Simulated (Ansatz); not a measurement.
A run of Ansatz 0.2.0 is set up as follows.

Contents of input.yaml:

```yaml
crystal:
  lattice:
    - [0.0, 2.1657188437, 2.1657188437]
    - [2.1657188437, 0.0, 2.1657188437]
    - [2.1657188437, 2.1657188437, 0.0]
  atoms:
    - { symbol: Ti, position: [0.0, 0.0, 0.0] }
    - { symbol: C, position: [0.5, 0.5, 0.5] }
hamiltonian:
  xc: pbe
  pseudopotentials: { kind: paw }
kpoints:
  mp_grid: { grid: [11, 11, 11] }
scf:
  occupations: { method: fermi_dirac, width: 0.05 }
output:
  forces: true
  stress: true
  eigenvalues: true
relax:
  f_tol: 0.01
  max_steps: 40
  cell: { stress_tol: 0.05, p_target: 10.0 }
```

Potentials or basis: Ansatz PAW.

Command:

```bash
$ ansatz run input.yaml --threads 2 --pin off --max-ram 5632MiB --backend cpu --events-out ev --progress --plain --runs-dir out
```

Question: Estimate the space group after relaxing (to 0.05 Å).

Answer: Fm-3m (No. 225).

Question: Predict the relaxed volume.

Answer: 9.80 Å³/atom.

Question: Predict the relaxed cell.

Answer: a = 3.026 Å, b = 3.026 Å, c = 3.026 Å, α = 60.00°, β = 60.00°, γ = 60.00°.

The path:
| step | energy change (eV) | largest force (eV/Å) | volume (Å³) |
| --- | --- | --- | --- |
| 1 | 0.0000 | 0.0000 | 20.32 |
| 2 | 0.0193 | 0.0000 | 19.63 |
| 3 | 0.0211 | 0.0000 | 19.60 |
| 4 | 0.0221 | 0.0000 | 19.60 |

Caveat: the plane-wave basis is chosen anew once the cell has moved, so the energies of steps on either side of that aren't comparable.
